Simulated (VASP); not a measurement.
## VO2: single point with PBE+U

Crystal: VO2.

```
CELL_PARAMETERS angstrom
4.53000 0.00000 0.00000
0.00000 4.53000 0.00000
0.00000 0.00000 2.86900
ATOMIC_POSITIONS crystal
V 0.00000 0.00000 0.00000
V 0.50000 0.50000 0.50000
O 0.30500 0.30500 0.00000
O 0.19500 0.80500 0.50000
O 0.69500 0.69500 0.00000
O 0.80500 0.19500 0.50000
```

| Property | Result |
| --- | --- |
| Program | VASP 6.6.1 |
| Task | single point |
| Functional | PBE |
| Potentials or basis | VASP PAW PBE potentials, release 64 (V_sv, O) |
| Cutoff | 600 eV |
| k mesh | 6 × 6 × 10 |
| Occupations | gaussian, width 0.03 eV |
| Spin | collinear spin, ferromagnetic start |
| Starting moments | [1.0, 1.0, 0.0, 0.0, 0.0, 0.0] μB |
| Hubbard terms | V d U = 3.25 eV |

* Pressure: 14.1 GPa
* Largest force: 0.106 eV/Å
* Band gap on the k mesh: none (metal or under the smearing width)
* Net moment: 2.00 μB per cell
* Site moments: V +1.05; O -0.04 μB
* Valence electrons inside the program's atomic spheres: V 11.46; O 5.08

Forces on the atoms (eV/Å):
```
V    0.000  0.000  0.000
V    0.000  0.000  0.000
O    0.075  0.075  0.000
O   -0.075  0.075  0.000
O   -0.075 -0.075  0.000
O    0.075 -0.075  0.000
```

Stress tensor (GPa, compression positive):
```
12.95  0.00  0.00
 0.00 12.95  0.00
 0.00  0.00 16.26
```

Levels at points of the mesh, in eV from the Fermi level:
Spin up:
```csv
k point,band 24,band 25,band 26,band 27,band 28,band 29
"(0.00, 0.00, 0.00)",-1.92,-1.02,-0.36,-0.24,-0.07,-0.07
"(0.50, 0.00, 0.00)",-2.32,-0.39,-0.39,0.36,0.36,0.50
"(0.50, 0.50, 0.00)",-2.68,-0.33,-0.33,-0.06,-0.06,0.17
"(0.00, 0.00, 0.50)",-3.18,-1.03,-1.03,0.65,0.65,1.39
"(0.50, 0.00, 0.50)",-2.53,-2.01,-2.01,0.66,0.66,1.27
"(0.50, 0.50, 0.50)",-2.31,-1.22,-1.22,0.70,0.70,0.85
```
Spin down:
```tsv
k point	band 22	band 23	band 24	band 25	band 26	band 27
(0.00, 0.00, 0.00)	-1.99	-1.99	-1.42	0.58	0.67	1.07
(0.50, 0.00, 0.00)	-3.24	-2.24	-2.24	1.24	1.24	1.58
(0.50, 0.50, 0.00)	-2.98	-2.73	-2.73	0.58	0.58	1.09
(0.00, 0.00, 0.50)	-3.73	-3.10	-3.10	1.72	1.72	2.23
(0.50, 0.00, 0.50)	-3.56	-2.57	-2.57	1.10	1.10	1.74
(0.50, 0.50, 0.50)	-2.65	-2.29	-2.29	1.77	1.77	1.79
```

Eigenvalues of the final occupation matrices:
| site | spin | trace | eigenvalues |
| --- | --- | --- | --- |
| site 1 d | 1 | 1.94 | 0.18 0.23 0.31 0.36 0.86 |
| site 1 d | 2 | 0.91 | 0.09 0.10 0.12 0.27 0.33 |
| site 2 d | 1 | 1.94 | 0.18 0.23 0.31 0.36 0.86 |
| site 2 d | 2 | 0.91 | 0.09 0.10 0.12 0.27 0.33 |

Wall time 9.8 min on 2 MPI ranks on Intel(R) Xeon(R) Platinum 8488C (Sapphire Rapids), on a shared host, peak memory 0.34 GiB a rank.

The state reached can hang on the start; a lower one may exist.
